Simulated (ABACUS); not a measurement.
Crystal: Mg.

```
Mg
1.0
    -1.83599    1.83599    1.67940
     1.83599   -1.83599    1.67940
     1.83599    1.83599   -1.67940
Mg
1
Direct
  0.00000 0.00000 0.00000
```

This isn't the form of Mg at room conditions, which is hcp.

* Program: ABACUS 3.10.1
* Task: single point
* Functional: PBE
* Potentials or basis: PseudoDojo NC SR 0.4.1 PBE standard
* Cutoff: 1361 eV
* Density cutoff: 5442 eV
* Basis: DZP LCAO (the cutoffs set its grid)
* k mesh: 11 × 11 × 11
* Occupations: fermi-dirac, width 0.05 eV
* Spin: no spin polarisation

On this cell: pressure 0.8 GPa; band gap on the k mesh none (metal or under the smearing width).

The same run follows on a disturbed copy (cell strained at random at fixed volume):

```xyz
1
Lattice="-1.7884 1.8240 1.6923 1.8244 -1.8250 1.7328 1.7940 1.8307 -1.6934" Properties=species:S:1:pos:R:3 pbc="T T T"
Mg    0.0505   -0.0117    0.0173
```

Question: What does the disturbed cell give?

Answer: The energy (extrapolated to zero smearing) moves by +1.2 meV/atom; pressure 0.6 GPa; band gap on the k mesh none (metal or under the smearing width).

Stress tensor (GPa, compression positive):
```
 0.62 -0.05 -0.70
-0.05  0.32  0.01
-0.70  0.01  0.85
```

Caveats: the atomic orbitals were generated for these runs and aren't a published set; the basis of atomic orbitals isn't converged, which shifts pressures, moduli and gaps.
